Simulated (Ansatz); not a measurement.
**AlN: Al interstitial**

Theory: DFT PBE, scalar-relativistic, plane waves, PAW (Ansatz 0.2.0). Settings: 420 eV cutoff, 2×2×2 k-mesh, shifted by half a step, Gaussian smearing of 0.01 eV, collinear spin in charge 0, +2 alone.

Host crystal, relaxed:

```yaml
crystal:
  lattice:
    - [3.13021, 0.00000, 0.00000]
    - [-1.56510, 2.71084, 0.00000]
    - [0.00000, 0.00000, 5.01804]
  atoms:
    - { symbol: Al, position: [0.66667, 0.33333, 0.49923] }
    - { symbol: Al, position: [0.33333, 0.66667, 0.99923] }
    - { symbol: N, position: [0.66667, 0.33333, 0.88077] }
    - { symbol: N, position: [0.33333, 0.66667, 0.38077] }
```

Supercell of 48 atoms, rows in host cell vectors: 0 -2 1; 2 2 1; -2 0 1. Atoms relax at the host's cell, keeping the symmetry that the supercell leaves at the site. The cell is small, so energies carry finite-size errors of tenths of an eV. The host's Kohn–Sham gap is 4.03 eV.

Defect: Al interstitial, charge 0.

Command:

```bash
ansatz run input.yaml --threads 4 --pin off --max-ram 6144MiB --backend cpu --events-out ev --progress --plain --runs-dir out
```

The input:

```yaml
crystal:
  lattice:
    - [3.1302084199, -5.4216800216, 5.0180433219]
    - [3.1302084199, 5.4216800216, 5.0180433219]
    - [-6.2604168399, 0.0, 5.0180433219]
  atoms:
    - { symbol: Al, position: [0.6664114086, 0.3330780753, 0.499744742] }
    - { symbol: Al, position: [0.999744742, 0.6664114086, 0.8330780753] }
    - { symbol: Al, position: [0.3330780753, 0.499744742, 0.6664114086] }
    - { symbol: Al, position: [0.8330780753, 0.499744742, 0.1664114086] }
    - { symbol: Al, position: [0.1664114086, 0.3330780753, 0.999744742], spin: 0.1 }
    - { symbol: Al, position: [0.499744742, 0.6664114086, 0.3330780753] }
    - { symbol: Al, position: [0.8330780753, 0.999744742, 0.6664114086] }
    - { symbol: Al, position: [0.1664114086, 0.8330780753, 0.499744742] }
    - { symbol: Al, position: [0.499744742, 0.1664114086, 0.8330780753] }
    - { symbol: Al, position: [0.6664114086, 0.8330780753, 0.999744742] }
    - { symbol: Al, position: [0.999744742, 0.1664114086, 0.3330780753], spin: 0.1 }
    - { symbol: Al, position: [0.3330780753, 0.999744742, 0.1664114086], spin: 0.1 }
    - { symbol: Al, position: [0.6664114086, 0.499744742, 0.8330780753] }
    - { symbol: Al, position: [0.999744742, 0.8330780753, 0.1664114086], spin: 0.1 }
    - { symbol: Al, position: [0.3330780753, 0.6664114086, 0.999744742] }
    - { symbol: Al, position: [0.8330780753, 0.6664114086, 0.499744742] }
    - { symbol: Al, position: [0.1664114086, 0.499744742, 0.3330780753] }
    - { symbol: Al, position: [0.499744742, 0.8330780753, 0.6664114086] }
    - { symbol: Al, position: [0.8330780753, 0.1664114086, 0.999744742], spin: 0.1 }
    - { symbol: Al, position: [0.1664114086, 0.999744742, 0.8330780753], spin: 0.1 }
    - { symbol: Al, position: [0.499744742, 0.3330780753, 0.1664114086] }
    - { symbol: Al, position: [0.6664114086, 0.999744742, 0.3330780753] }
    - { symbol: Al, position: [0.999744742, 0.3330780753, 0.6664114086] }
    - { symbol: Al, position: [0.3330780753, 0.1664114086, 0.499744742] }
    - { symbol: "N", position: [0.7935885914, 0.460255258, 0.6269219247] }
    - { symbol: "N", position: [0.1269219247, 0.7935885914, 0.960255258] }
    - { symbol: "N", position: [0.460255258, 0.6269219247, 0.7935885914] }
    - { symbol: "N", position: [0.960255258, 0.6269219247, 0.2935885914] }
    - { symbol: "N", position: [0.2935885914, 0.460255258, 0.1269219247] }
    - { symbol: "N", position: [0.6269219247, 0.7935885914, 0.460255258] }
    - { symbol: "N", position: [0.960255258, 0.1269219247, 0.7935885914] }
    - { symbol: "N", position: [0.2935885914, 0.960255258, 0.6269219247] }
    - { symbol: "N", position: [0.6269219247, 0.2935885914, 0.960255258] }
    - { symbol: "N", position: [0.7935885914, 0.960255258, 0.1269219247] }
    - { symbol: "N", position: [0.1269219247, 0.2935885914, 0.460255258] }
    - { symbol: "N", position: [0.460255258, 0.1269219247, 0.2935885914] }
    - { symbol: "N", position: [0.460255258, 0.2935885914, 0.6269219247] }
    - { symbol: "N", position: [0.7935885914, 0.6269219247, 0.960255258] }
    - { symbol: "N", position: [0.1269219247, 0.460255258, 0.7935885914] }
    - { symbol: "N", position: [0.6269219247, 0.460255258, 0.2935885914] }
    - { symbol: "N", position: [0.960255258, 0.2935885914, 0.1269219247], spin: 0.1 }
    - { symbol: "N", position: [0.2935885914, 0.6269219247, 0.460255258] }
    - { symbol: "N", position: [0.6269219247, 0.960255258, 0.7935885914] }
    - { symbol: "N", position: [0.960255258, 0.7935885914, 0.6269219247] }
    - { symbol: "N", position: [0.2935885914, 0.1269219247, 0.960255258], spin: 0.1 }
    - { symbol: "N", position: [0.460255258, 0.7935885914, 0.1269219247] }
    - { symbol: "N", position: [0.7935885914, 0.1269219247, 0.460255258] }
    - { symbol: "N", position: [0.1269219247, 0.960255258, 0.2935885914], spin: 0.1 }
    - { symbol: Al, position: [0.0694444444, 0.0694444444, 0.0694444444], spin: 0.1 }
  host:
    lattice:
      - [3.1302084199, 0.0, 0.0]
      - [-1.56510421, 2.7108400108, 0.0]
      - [0.0, 0.0, 5.0180433219]
    atoms:
      - { symbol: Al, position: [0.6666666667, 0.3333333333, 0.4992342259] }
      - { symbol: Al, position: [0.3333333333, 0.6666666667, 0.9992342259] }
      - { symbol: "N", position: [0.6666666667, 0.3333333333, 0.8807657741] }
      - { symbol: "N", position: [0.3333333333, 0.6666666667, 0.3807657741] }
basis:
  ecutwfc: 420
  xc_grid: 2
kpoints:
  mp_grid: { grid: [2, 2, 2], shift: [0.5, 0.5, 0.5] }
hamiltonian:
  xc: pbe
scf:
  occupations: { method: gaussian, width: 0.01 }
output:
  forces: true
  stress: false
  eigenvalues: true
  populations: true
  charged_corrections:
    defect_position: [0.06944444, 0.06944444, 0.06944444]
    epsilon: [[8.2944, 0.0, 0.0], [0.0, 8.2944, 0.0], [0.0, 0.0, 9.8365]]
magnetization:
  spin_polarized: true
relax:
  adjacent_minimum: "off"
  f_tol: 0.025
  max_steps: 45
```

From the output:

```
Warning: RAYON_NUM_THREADS=4 ignored (pool sized by the plan → 4); use --threads N
Crystal: 49 atoms, lattice volume = 510.967 Å³
Basis set: ecut = 420 eV, 9983 PW (Γ), exchange–correlation on 108×108×108 points (8 copies of the dense FFT grid, shifted against one another)
Bands: 147, of which v1, the nominal top of the filled ones, is band 98 counted from 1 (97 counted from 0)
Symmetry: 3 space group operations
Space group: R3 (ITA 146), of the structure as read, at distance tolerance 8.0e-5 Å
k-points: 2 of 8 (time reversal used)
relax step   1: F+E_penalty+E_count = -22705.71464737 eV  Δ(F+E_penalty+E_count) = +0.000e0 eV  max|allowed force component| = 6.122e0 eV/Å  Δτ_max = 0.0000 Å
relax step   2: F+E_penalty+E_count = -22708.04326068 eV  Δ(F+E_penalty+E_count) = -2.329e0 eV  max|allowed force component| = 3.118e0 eV/Å  Δτ_max = 0.0954 Å
relax step   3: F+E_penalty+E_count = -22709.19742712 eV  Δ(F+E_penalty+E_count) = -1.154e0 eV  max|allowed force component| = 1.045e0 eV/Å  Δτ_max = 0.1572 Å
relax step   4: F+E_penalty+E_count = -22709.20144635 eV  Δ(F+E_penalty+E_count) = -4.019e-3 eV  max|allowed force component| = 8.712e-1 eV/Å  Δτ_max = 0.2000 Å
relax step   5: F+E_penalty+E_count = -22709.48973387 eV  Δ(F+E_penalty+E_count) = -2.883e-1 eV  max|allowed force component| = 2.073e-1 eV/Å  Δτ_max = 0.0751 Å
relax step   6: F+E_penalty+E_count = -22709.50264459 eV  Δ(F+E_penalty+E_count) = -1.291e-2 eV  max|allowed force component| = 2.047e-1 eV/Å  Δτ_max = 0.0135 Å
relax step   7: F+E_penalty+E_count = -22709.50620924 eV  Δ(F+E_penalty+E_count) = -3.565e-3 eV  max|allowed force component| = 5.561e-2 eV/Å  Δτ_max = 0.0297 Å
relax step   8: F+E_penalty+E_count = -22709.50751256 eV  Δ(F+E_penalty+E_count) = -1.303e-3 eV  max|allowed force component| = 1.871e-2 eV/Å  Δτ_max = 0.0067 Å
SCF converged after 5 iterations
Free energy (F): -22709.507513 eV
E sigma→0 (E₀):  -22709.507513 eV
Fermi energy:    11.654102 eV
```

The relaxation gained 3.79 eV in 8 steps. Time: 100 s on 4 threads of Arm Neoverse V2 (shared host), peak memory 1.6 GiB.